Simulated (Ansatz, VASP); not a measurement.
**SrTiO3: VASP beside Ansatz**

```xyz
5
Lattice="3.7722 0.0000 0.0000 0.0000 3.7722 0.0000 0.0000 0.0000 3.7722" Properties=species:S:1:pos:R:3 pbc="T T T"
Sr    1.8861    1.8861    1.8861
Ti    0.0000    0.0000    0.0000
O     1.8861    0.0000    0.0000
O     0.0000    1.8861    0.0000
O     0.0000    0.0000    1.8861
```

Alike in both runs: task single point; functional PBE; k mesh 8 × 8 × 8; occupations gaussian, width 0.02 eV; no spin polarisation.

|  | VASP | Ansatz |
| --- | --- | --- |
| version | VASP 6.6.1 | Ansatz 0.2.0 |
| potentials or method | VASP PAW PBE potentials, release 64 (Sr_sv, Ti_sv, O) | scalar-relativistic, plane waves, PAW |
| plane-wave cutoff (eV) | 520 | 420 |
| valence electrons in the cell | 40 | 40 |

```tsv
	VASP	Ansatz	Ansatz less VASP
gap on the k mesh at the Fermi level (eV)	2.04	2.08	+0.039
```

 A hybrid or GW would open this gap; PBE tends to underestimate it. A k mesh can miss the band edges.
